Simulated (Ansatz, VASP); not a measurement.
W in VASP and in Ansatz

```
CELL_PARAMETERS angstrom
0.00000 1.99900 1.99900
1.99900 0.00000 1.99900
1.99900 1.99900 0.00000
ATOMIC_POSITIONS crystal
W 0.00000 0.00000 0.00000
```

This isn't the form of W at room conditions, which is bcc.

Alike in both runs: task single point; functional PBEsol; k mesh 18 × 18 × 18; occupations gaussian, width 0.1 eV; no spin polarisation.

|  | VASP | Ansatz |
| --- | --- | --- |
| version | VASP 6.6.1 | Ansatz 0.2.0 |
| potentials or method | VASP PAW PBE potentials, release 64 (W_sv) | scalar-relativistic, plane waves, PAW |
| plane-wave cutoff (eV) | 520 | 420 |
| valence electrons in the cell | 14 | 14 |

|  | VASP | Ansatz | Ansatz less VASP |
| --- | --- | --- | --- |
| gap on the k mesh at the Fermi level (eV) | none | none | - |
| pressure (GPa) | 0.7 | 0.0 | -0.68 |

A gap of «none» marks a metal or a gap that the smearing closes. The functional is the same, so the differences come from potentials, cutoffs and numerics.

Caveats: the PAW data sets were made with another functional, which shifts forces and pressure a little (VASP). Spin-orbit coupling is left out, which matters for the levels of W.
